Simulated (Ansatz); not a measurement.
α-phase Li3N, treated with LC-ωPBE (plane waves, PAW; Ansatz, a quantum-chemistry and plane-wave program).

Settings: plane-wave cutoff 460 eV, 9×9×8 k mesh (along the axes of the cell as run), Fermi–Dirac smearing 0.01 eV, scalar-relativistic PAW data made under PBE.

Computed at the level's own relaxed cell.

```yaml
crystal:
  lattice:
    - [1.79417, -3.10760, 0.00000]
    - [1.79417, 3.10760, 0.00000]
    - [0.00000, 0.00000, 3.83544]
  atoms:
    - { symbol: Li, position: [0.33333, 0.66667, 0.00000] }
    - { symbol: Li, position: [0.66667, 0.33333, 0.00000] }
    - { symbol: Li, position: [0.00000, 0.00000, 0.50000] }
    - { symbol: N, position: [0.00000, 0.00000, 0.00000] }
```

Problem. List the 5 lowest band energies at Γ above −25 eV (eV, relative to the valence band maximum), grouping those that round alike.

Solution. At Γ: -13.52, -2.01, -0.25 (×2), 6.75.

Note: the run warned that its exchange threshold was loose for the stress.
